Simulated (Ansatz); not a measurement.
An input for the plane-wave PAW code Ansatz:

```yaml
crystal:
  lattice:
    - [0.0, 2.2569693368, 2.2569693368]
    - [2.2569693368, 0.0, 2.2569693368]
    - [2.2569693368, 2.2569693368, 0.0]
  atoms:
    - { symbol: Hg, position: [0.0, 0.0, 0.0] }
basis:
  ecutwfc: 420
  ecutrho_ratio: 4
kpoints:
  mp_grid: { grid: [16, 16, 16] }
hamiltonian:
  xc: pbe
scf:
  occupations: { method: gaussian, width: 0.05 }
output:
  forces: true
  stress: true
  eigenvalues: true
```

At room temperature Hg is liquid, and it freezes in another structure.

Question: What will the run give?

Answer: Pressure 5.7 GPa, gap on the mesh zero (metallic) (PBE, scalar-relativistic).

What the program printed, in part:

```
Pseudopotentials: kind: paw
Pseudopotential: Hg, paw, valence charge 20, recommended cutoff 420 eV (normal), Hg.paw.azcp
Crystal: 1 atoms, lattice volume = 22.994 Å³
Basis set: ecut = 420 eV, 459 PW (Γ), exchange–correlation on 48×48×48 points (8 copies of the dense FFT grid, shifted against one another)
Bands: 14, of which v1, the nominal top of the filled ones, is band 10 counted from 1 (9 counted from 0)
Symmetry: 48 space group operations
Space group: Fm-3m (ITA 225), of the structure as read, at distance tolerance 2.8e-5 Å
k-points: 145 of 4096
Initial density: superposition of atomic densities (neutral atoms: chi_scale 0, normalization atom), corrected by the library's trained network
Initial wavefunctions: pseudopotential atomic-orbital guess
Functional: x = pbe(κ = 0.804, μ = 0.21951), c = pbe(β = 0.06672)
```

SCF trace (energy estimate counted from the last row):
```tsv
iteration	ΔE (eV)	density residual (eV)
1	3.9e-04	2.23e-4
2	1.3e-05	3.31e-5
3	-1.0e-06	7.68e-6
4	0.000	2.73e-8
5	0.000	2.64e-9
6	0.000	1.43e-11
```

```
SCF 1 converged in 6 iterations: F = -13813.359863 eV  dr2 = 1.43e-11
SCF converged after 6 iterations
Free energy (F): -13813.359863 eV
E sigma→0 (E₀):  -13813.359663 eV
Entropy (-TS):   -0.000401 eV (-0.401 meV/atom)
Fermi energy:    15.286700 eV
--- Forces (eV/Å), atoms counted from 1 ---
  atom   1  Hg     0.00000000     0.00000000     0.00000000
--- Stress (GPa, compression-positive) ---
        5.656743       0.000000       0.000000
        0.000000       5.656743       0.000000
        0.000000       0.000000       5.656743
  P = ⅓ Tr σ = 5.6567 GPa (56.567 kbar)
```

For elements this heavy, spin–orbit coupling would shift levels and gaps; it isn't included here.
